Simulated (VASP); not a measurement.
# Ni in VASP: notebook

One sheet, Ni, is run at these levels: LDA+U; tasks: single point.

Everything below comes from runs of VASP 6.6.1. Logs are shortened: lines on timing, memory, paths and dates and some standing lists are left out, and cuts for length are marked.

### Step 1. Starting point

The cell holds a sheet with vacuum, 1 atom: a = 2.259 Å, b = 2.259 Å, c = 23.800 Å, α = 90.00°, β = 90.00°, γ = 90.00°.

The cell was built by a generator and needn't be a form met in nature.

### Step 2. Single point, LDA+U, collinear spin, ferromagnetic start

INCAR

```
PREC = Accurate
ENCUT = 520
EDIFF = 1E-6
ISMEAR = -1
SIGMA = 0.05
LREAL = False
LASPH = True
NELM = 100
ALGO = Normal
ISIF = 2
LWAVE = False
LCHARG = False
ISPIN = 2
MAGMOM = 1
LORBIT = 11
LMAXMIX = 4
LDAU = True
LDAUTYPE = 2
LDAUL = 2
LDAUU = 3
LDAUJ = 0
LDAUPRINT = 1
LDIPOL = True
IDIPOL = 3
DIPOL = 0.5 0.5 0.294
```

KPOINTS

```
regular mesh
0
Gamma
  9 9 1
```

POSCAR

```
Ni
1.0
    2.2591100000      0.0000000000      0.0000000000
    0.0000000000      2.2591100000      0.0000000000
    0.0000000000      0.0000000000     23.8000000000
Ni
1
Direct
    0.5000000000      0.5000000000      0.2941200000
```

Potentials or basis: VASP PAW LDA potentials, release 64 (Ni).

On the command line:

```
$ cat potpaw_LDA.64/Ni/POTCAR > POTCAR
$ mpirun -np 1 vasp_std > vasp.out
```

OUTCAR:

```text
PREC = Accurate
   ENCUT = 520
   EDIFF = 1E-6
   ISMEAR = -1
   LREAL = False
   LASPH = True
   NELM = 100
   ISIF = 2
   ISPIN = 2
   LORBIT = 11

 ion  position               nearest neighbor table
   1  0.500  0.500  0.294-

  LATTYP: Found a simple tetragonal cell.
 ALAT       =     2.2591100000
 C/A-ratio  =    10.5351222384

  Lattice vectors:

 A1 = (   2.2591100000,   0.0000000000,   0.0000000000)
 A2 = (   0.0000000000,   2.2591100000,   0.0000000000)
 A3 = (   0.0000000000,   0.0000000000,  23.8000000000)

Analysis of symmetry for initial positions (statically):
=====================================================================
 Subroutine PRICEL returns:
 Original cell was already a primitive cell.

 Routine SETGRP: Setting up the symmetry group for a
 simple tetragonal supercell.

 Subroutine GETGRP returns: Found 16 space group operations
 (whereof  8 operations were pure point group operations)
 out of a pool of 16 trial point group operations.

The static configuration has the point symmetry C_4v.
 The point group associated with its full space group is D_4h.

Analysis of symmetry for dynamics (positions and initial velocities):
=====================================================================
 Subroutine PRICEL returns:
 Original cell was already a primitive cell.

 Routine SETGRP: Setting up the symmetry group for a
 simple tetragonal supercell.

 Subroutine GETGRP returns: Found 16 space group operations
 (whereof  8 operations were pure point group operations)
 out of a pool of 16 trial point group operations.

The dynamic configuration has the point symmetry C_4v.
 The point group associated with its full space group is D_4h.

Analysis of structural, dynamic, and magnetic symmetry:
=====================================================================
 Subroutine PRICEL returns:
 Original cell was already a primitive cell.

 Routine SETGRP: Setting up the symmetry group for a
 simple tetragonal supercell.

 Subroutine GETGRP returns: Found 16 space group operations
 (whereof  8 operations were pure point group operations)
 out of a pool of 16 trial point group operations.

The overall configuration has the point symmetry C_4v.
 The point group associated with its full space group is D_4h.

 Subroutine INISYM returns: Found 16 space group operations
 (whereof  8 operations are pure point group operations),
 and found     1 'primitive' translations

----------------------------------------------------------------------------------------

                                     Primitive cell

  volume of cell :     121.4652

  direct lattice vectors                    reciprocal lattice vectors
     2.259110000  0.000000000  0.000000000     0.442652195  0.000000000  0.000000000
     0.000000000  2.259110000  0.000000000     0.000000000  0.442652195  0.000000000
     0.000000000  0.000000000 23.800000000     0.000000000  0.000000000  0.042016807

  length of vectors
     2.259110000  2.259110000 23.800000000     0.442652195  0.442652195  0.042016807

  position of ions in fractional coordinates (direct lattice)
     0.500000000  0.500000000  0.294120000

  ion indices of the primitive-cell ions
   primitive index   ion index
                 1           1

----------------------------------------------------------------------------------------

 KPOINTS: regular mesh

Automatic generation of k-mesh.
 Grid dimensions read from file:
 generate k-points for:    9    9    1

 Generating k-lattice:

  Cartesian coordinates                     Fractional coordinates (reciprocal lattice)
     0.049183577  0.000000000  0.000000000     0.111111111  0.000000000  0.000000000
     0.000000000  0.049183577  0.000000000     0.000000000  0.111111111  0.000000000
     0.000000000  0.000000000  0.042016807     0.000000000  0.000000000  1.000000000

  Length of vectors
     0.049183577  0.049183577  0.042016807

  Shift w.r.t. Gamma in fractional coordinates (k-lattice)
[... 75 lines left out ...]
   LEPSILON=     F    determine dielectric tensor
   LRPA    =     F    only Hartree local field effects (RPA)
 spin polarized calculation
  energy-cutoff  :      520.00
  volume of cell :      121.47
 maximum number of plane-waves:      3306
 NGX is ok and might be reduce to    18
   NGX =  9   NGY =  9   NGZ = 89

 number of electron      10.0000000 magnetization       1.0000000

atom =   1  type =  1  l = 2

 onsite density matrix

spin component  1

  0.9417  0.0000  0.0000  0.0000  0.0000
  0.0000  0.9465  0.0000  0.0000 -0.0000
  0.0000  0.0000  0.9546  0.0000 -0.0000
  0.0000  0.0000  0.0000  0.9465 -0.0000
  0.0000 -0.0000 -0.0000 -0.0000  0.9338

spin component  2

  0.4133 -0.0000  0.0000  0.0000 -0.0000
 -0.0000  0.7505 -0.0000  0.0000 -0.0000
  0.0000 -0.0000  0.9500 -0.0000  0.0000
  0.0000  0.0000 -0.0000  0.7505 -0.0000
 -0.0000 -0.0000  0.0000 -0.0000  0.8730

 occupancies and eigenvectors

  o =  0.4133  v =  0.0000  0.0000  0.0000  0.0000  0.0000  1.0000  0.0000  0.0000  0.0000  0.0000      0.0000  0.0000  0.0000  0.0000  0.0000  0.0000  0.0000  0.0000  0.0000  0.0000
  o =  0.7505  v =  0.0000  0.0000  0.0000  0.0000  0.0000  0.0000 -0.8239 -0.0000 -0.5668  0.0000      0.0000  0.0000  0.0000  0.0000  0.0000  0.0000  0.0000  0.0000  0.0000  0.0000
  o =  0.7505  v =  0.0000  0.0000  0.0000  0.0000  0.0000  0.0000 -0.5668  0.0000  0.8239  0.0000      0.0000  0.0000  0.0000  0.0000  0.0000  0.0000  0.0000  0.0000  0.0000  0.0000
  o =  0.8730  v =  0.0000  0.0000  0.0000  0.0000  0.0000  0.0000 -0.0000 -0.0000  0.0000 -1.0000      0.0000  0.0000  0.0000  0.0000  0.0000  0.0000  0.0000  0.0000  0.0000  0.0000
  o =  0.9338  v =  0.0000 -0.0000 -0.0000  0.0000 -1.0000  0.0000  0.0000  0.0000  0.0000  0.0000      0.0000  0.0000  0.0000  0.0000  0.0000  0.0000  0.0000  0.0000  0.0000  0.0000
  o =  0.9417  v =  1.0000  0.0000  0.0000  0.0000  0.0000  0.0000  0.0000  0.0000  0.0000  0.0000      0.0000  0.0000  0.0000  0.0000  0.0000  0.0000  0.0000  0.0000  0.0000  0.0000
  o =  0.9465  v =  0.0000  0.9996 -0.0000 -0.0266 -0.0000  0.0000  0.0000  0.0000  0.0000  0.0000      0.0000  0.0000  0.0000  0.0000  0.0000  0.0000  0.0000  0.0000  0.0000  0.0000
  o =  0.9465  v =  0.0000  0.0266 -0.0000  0.9996 -0.0000  0.0000  0.0000  0.0000  0.0000  0.0000      0.0000  0.0000  0.0000  0.0000  0.0000  0.0000  0.0000  0.0000  0.0000  0.0000
  o =  0.9500  v =  0.0000  0.0000  0.0000  0.0000  0.0000  0.0000 -0.0000  1.0000 -0.0000 -0.0000      0.0000  0.0000  0.0000  0.0000  0.0000  0.0000  0.0000  0.0000  0.0000  0.0000
  o =  0.9546  v =  0.0000  0.0000  1.0000  0.0000 -0.0000  0.0000  0.0000  0.0000  0.0000  0.0000      0.0000  0.0000  0.0000  0.0000  0.0000  0.0000  0.0000  0.0000  0.0000  0.0000

 number of electron       9.9999987 magnetization       0.9136197

 dipolmoment           0.000000      0.000000      0.000002 electrons x Angstroem

 Free energy of the ion-electron system (eV)
  ---------------------------------------------------
  ext. energy  EPLUGINS =         0.00000000
  ---------------------------------------------------
  free energy    TOTEN  =        -2.95598444 eV

  energy without entropy =       -2.94499619  energy(sigma->0) =       -2.95049032

 E-fermi :  -4.2935     XC(G=0):  -1.9800

 val. band max:       -4.3047370559   @ k =   0.3333   0.1111   0.0000
 cond. band min:      -4.2470972943   @ k =   0.4444   0.1111   0.0000
 fundamental gap:      0.0576397617
 Fermi energy:        -4.2934721358

 spin component 1

 k-point     1 :       0.0000    0.0000    0.0000
  band No.  band energies     occupation
      1     -10.0763      1.00000
      2      -9.0178      1.00000
      3      -6.6909      1.00000
      4      -5.9809      1.00000
      5      -5.7031      1.00000
      6      -5.7031      1.00000
      7      -3.2262      0.00000
      8       0.9529      0.00000
      9       1.4630      0.00000
     10       1.4638      0.00000
[... 170 lines left out ...]
 k-point    15 :       0.4444    0.4444    0.0000
  band No.  band energies     occupation
      1      -9.5473      1.00000
      2      -7.2087      1.00000
      3      -7.1659      1.00000
      4      -5.5038      1.00000
      5      -4.8712      0.99999
      6       2.8893      0.00000
      7       4.6983      0.00000
      8       9.0380      0.00000
      9       9.2597      0.00000
     10      11.0440      0.00000
 Fermi energy:        -4.2934721358

 spin component 2

 k-point     1 :       0.0000    0.0000    0.0000
  band No.  band energies     occupation
      1      -9.9115      1.00000
      2      -8.1731      1.00000
      3      -6.2138      1.00000
      4      -4.1567      0.06097
      5      -4.1567      0.06097
      6      -3.2865      0.00000
      7      -2.9142      0.00000
      8       0.9584      0.00000
      9       1.4608      0.00000
     10       1.4666      0.00000
[... 170 lines left out ...]
 k-point    15 :       0.4444    0.4444    0.0000
  band No.  band energies     occupation
      1      -7.0672      1.00000
      2      -5.8064      1.00000
      3      -5.7529      1.00000
      4      -4.8116      0.99997
      5      -3.8712      0.00021
      6       3.1320      0.00000
      7       4.8395      0.00000
      8       9.1004      0.00000
      9      10.1925      0.00000
     10      11.2892      0.00000

------------------------ aborting loop because EDIFF is reached ----------------------------------------

 vacuum level on the upper side and lower side of the slab       (xc-potential included)        -0.009        -0.009

  FORCE on cell =-STRESS in cart. coord.  units (eV):
  Direction    XX          YY          ZZ          XY          YZ          ZX
  --------------------------------------------------------------------------------------
  -------------------------------------------------------------------------------------
  Total       -1.3207541     -1.3207541     -0.0005202      0.0000000      0.0000000      0.0000000
  in kB      -17.4213116    -17.4213116     -0.0068615      0.0000000      0.0000000      0.0000000
  external PRESSURE =     -11.6164949 kB  Pullay stress =       0.0000000 kB

 VOLUME and BASIS-vectors are now :
 -----------------------------------------------------------------------------
  energy-cutoff  :      520.00
  volume of cell :      121.47
      direct lattice vectors                 reciprocal lattice vectors
     2.259110000  0.000000000  0.000000000     0.442652195  0.000000000  0.000000000
     0.000000000  2.259110000  0.000000000     0.000000000  0.442652195  0.000000000
     0.000000000  0.000000000 23.800000000     0.000000000  0.000000000  0.042016807

 POSITION                                       TOTAL-FORCE (eV/Angst)
 -----------------------------------------------------------------------------------
      1.12956      1.12956      7.00006         0.000000      0.000000      0.000000
 -----------------------------------------------------------------------------------
    total drift:                                0.000000      0.000000      0.000066

  FREE ENERGIE OF THE ION-ELECTRON SYSTEM (eV)
  ---------------------------------------------------
  free  energy   TOTEN  =        -2.9559844438 eV

  energy  without entropy=       -2.9449961941  energy(sigma->0) =       -2.95049032

 vacuum level on the upper side and lower side of the slab         1.298         1.308

 total charge

# of ion       s       p       d       tot
------------------------------------------
    1        0.520   0.286   8.435   9.241

 magnetization (x)

# of ion       s       p       d       tot
------------------------------------------
    1        0.001  -0.028   0.987   0.960
```

Wall time 59 s (1 thread of Intel Xeon Platinum 8488C (Sapphire Rapids), shared host); peak memory 0.21 GiB.

What came out:

| Item | Value |
| --- | --- |
| Free energy | -2.9560 eV |
| Band gap on the k mesh | none (metal or under the smearing width) |
| Net moment | 0.91 μB per cell |
| Site moments | Ni +0.96 μB |
| Valence electrons inside the program's atomic spheres | Ni 9.24 |

Levels at points of the mesh, in eV from the Fermi level:
Spin up:
```
           k point  band 4  band 5  band 6  band 7  band 8  band 9
(0.00, 0.00, 0.00)   -1.69   -1.41   -1.41    1.07    5.25    5.76
```
Spin down:
```tsv
k point	band 3	band 4	band 5	band 6	band 7	band 8
(0.00, 0.00, 0.00)	-1.92	0.14	0.14	1.01	1.38	5.25
```

Eigenvalues of the final occupation matrices:
```csv
site,spin,trace,eigenvalues
site 1 d,1,4.72,0.93 0.94 0.95 0.95 0.95
site 1 d,2,3.74,0.41 0.75 0.75 0.87 0.95
```

Caveat: the U is typed as a test and isn't derived for this compound.

### Step 3. Single point, LDA+U, collinear spin, ferromagnetic start

INCAR: that of step 2 with these lines changed.

```diff
@@ -19,3 +19,3 @@
 LDAUL = 2
-LDAUU = 3
+LDAUU = 4
 LDAUJ = 0
```

KPOINTS is that of step 2.

POSCAR is that of step 2.

Potentials or basis: VASP PAW LDA potentials, release 64 (Ni).

On the command line:

```
$ cat potpaw_LDA.64/Ni/POTCAR > POTCAR
$ mpirun -np 1 vasp_std > vasp.out
```

OUTCAR:

```text
PREC = Accurate
   ENCUT = 520
   EDIFF = 1E-6
   ISMEAR = -1
   LREAL = False
   LASPH = True
   NELM = 100
   ISIF = 2
   ISPIN = 2
   LORBIT = 11

 ion  position               nearest neighbor table
   1  0.500  0.500  0.294-

  LATTYP: Found a simple tetragonal cell.
 ALAT       =     2.2591100000
 C/A-ratio  =    10.5351222384

  Lattice vectors:

 A1 = (   2.2591100000,   0.0000000000,   0.0000000000)
 A2 = (   0.0000000000,   2.2591100000,   0.0000000000)
 A3 = (   0.0000000000,   0.0000000000,  23.8000000000)

Analysis of symmetry for initial positions (statically):
=====================================================================
 Subroutine PRICEL returns:
 Original cell was already a primitive cell.

 Routine SETGRP: Setting up the symmetry group for a
 simple tetragonal supercell.

 Subroutine GETGRP returns: Found 16 space group operations
 (whereof  8 operations were pure point group operations)
 out of a pool of 16 trial point group operations.

The static configuration has the point symmetry C_4v.
 The point group associated with its full space group is D_4h.

[... 596 lines left out ...]
  band No.  band energies     occupation
      1      -6.7914      1.00000
      2      -5.9060      1.00000
      3      -5.8532      1.00000
      4      -5.0986      1.00000
      5      -4.1023      0.00315
      6       3.2324      0.00000
      7       4.9226      0.00000
      8       9.1236      0.00000
      9      10.2772      0.00000
     10      11.3298      0.00000

------------------------ aborting loop because EDIFF is reached ----------------------------------------

 vacuum level on the upper side and lower side of the slab       (xc-potential included)        -0.009        -0.009

  FORCE on cell =-STRESS in cart. coord.  units (eV):
  Direction    XX          YY          ZZ          XY          YZ          ZX
  --------------------------------------------------------------------------------------
  -------------------------------------------------------------------------------------
  Total       -1.4113470     -1.4113470     -0.0005489     -0.0000000      0.0000000      0.0000000
  in kB      -18.6162699    -18.6162699     -0.0072408     -0.0000000      0.0000000      0.0000000
  external PRESSURE =     -12.4132602 kB  Pullay stress =       0.0000000 kB

 VOLUME and BASIS-vectors are now :
 -----------------------------------------------------------------------------
  energy-cutoff  :      520.00
  volume of cell :      121.47
      direct lattice vectors                 reciprocal lattice vectors
     2.259110000  0.000000000  0.000000000     0.442652195  0.000000000  0.000000000
     0.000000000  2.259110000  0.000000000     0.000000000  0.442652195  0.000000000
     0.000000000  0.000000000 23.800000000     0.000000000  0.000000000  0.042016807

 POSITION                                       TOTAL-FORCE (eV/Angst)
 -----------------------------------------------------------------------------------
      1.12956      1.12956      7.00006         0.000000     -0.000000     -0.000000
 -----------------------------------------------------------------------------------
    total drift:                                0.000000      0.000000      0.000054

  FREE ENERGIE OF THE ION-ELECTRON SYSTEM (eV)
  ---------------------------------------------------
  free  energy   TOTEN  =        -2.4470259521 eV

  energy  without entropy=       -2.4360677134  energy(sigma->0) =       -2.44154683

 vacuum level on the upper side and lower side of the slab         1.232         1.234

 total charge

# of ion       s       p       d       tot
------------------------------------------
    1        0.518   0.284   8.461   9.263

 magnetization (x)

# of ion       s       p       d       tot
------------------------------------------
    1       -0.003  -0.035   1.009   0.971
```

Run time: 53 s. Hardware: 1 thread of Intel Xeon Platinum 8488C (Sapphire Rapids), shared host; peak memory 0.21 GiB.

What came out:

```
Free energy                                           : -2.4470 eV
Band gap on the k mesh                                : none (metal or under the smearing width)
Net moment                                            : 0.91 μB per cell
Site moments                                          : Ni +0.97 μB
Valence electrons inside the program's atomic spheres : Ni 9.26
```

Eigenvalues of the final occupation matrices:
| site | spin | trace | eigenvalues |
| --- | --- | --- | --- |
| site 1 d | 1 | 4.75 | 0.94 0.95 0.95 0.95 0.96 |
| site 1 d | 2 | 3.74 | 0.40 0.75 0.75 0.88 0.95 |

Caveat: the U is typed as a test and isn't derived for this compound. The state reached can hang on the start; a lower one may exist.
